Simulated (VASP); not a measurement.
Set up this calculation in VASP 6.6.1, as the native input.

* Task: relaxation of cell and atoms
* Functional: PBEsol
* Potentials or basis: VASP PAW PBE potentials, release 64 (Cu)
* Cutoff: 600 eV
* k mesh: 18 × 18 × 18
* Occupations: methfessel-paxton, width 0.1 eV
* Spin: no spin polarisation
* Further INCAR settings: ALGO = Normal; EDIFF = 1e-07; IBRION = 2; EDIFFG = -0.005; NSW = 90; ISIF = 3

The structure of Cu lies in POSCAR:

```
Cu                                      
1.0
    0.0000000000      1.7848606277      1.7848606277
    1.7848606277      0.0000000000      1.7848606277
    1.7848606277      1.7848606277      0.0000000000
  Cu            
     1
Direct
     0.0000000000000000    0.0000000000000000    0.0000000000000000
```

The input as run:

INCAR

```
SYSTEM = Cu
PREC     = Accurate       ! precision mode
ENCUT    = 600            ! plane-wave cutoff, eV
EDIFF    = 1E-7           ! SCF threshold, eV
ISMEAR   = 1              ! smearing method
SIGMA    = 0.1            ! smearing width, eV
LREAL    = .False.        ! projectors in reciprocal space
LASPH    = .True.         ! aspherical terms in the spheres
NELM     = 80             ! most SCF steps
ALGO     = Normal         ! electronic algorithm
ISIF     = 3              ! what is computed and relaxed
LWAVE    = .False.        ! write WAVECAR
LCHARG   = .False.        ! write CHGCAR
GGA      = PS             ! functional
IBRION   = 2              ! ionic algorithm
NSW      = 90             ! ionic steps
EDIFFG   = -0.005         ! ionic threshold
KPAR     = 4
```

KPOINTS

```
regular mesh
0
Gamma
  18 18 18
  0 0 0
```

Potentials or basis: VASP PAW PBE potentials, release 64 (Cu).

Launch:

```sh
$ cat potpaw_PBE.64/Cu/POTCAR > POTCAR
$ mpirun -np 4 vasp_std > vasp.out
```

Results of the run:

```json
{"Pressure after relaxing": "0.0 GPa", "Band gap on the k mesh": "none (metal or under the smearing width)"}
```

Caveat: the relaxation stopped at its first step, so nothing moved; the PAW data sets were made with another functional, which shifts forces and pressure a little.

Run time: 6.1 s on 4 MPI ranks on Intel(R) Xeon(R) Platinum 8259CL CPU @ 2.50GHz (Skylake/Cascade Lake) (shared host), peak memory 0.14 GiB a rank.
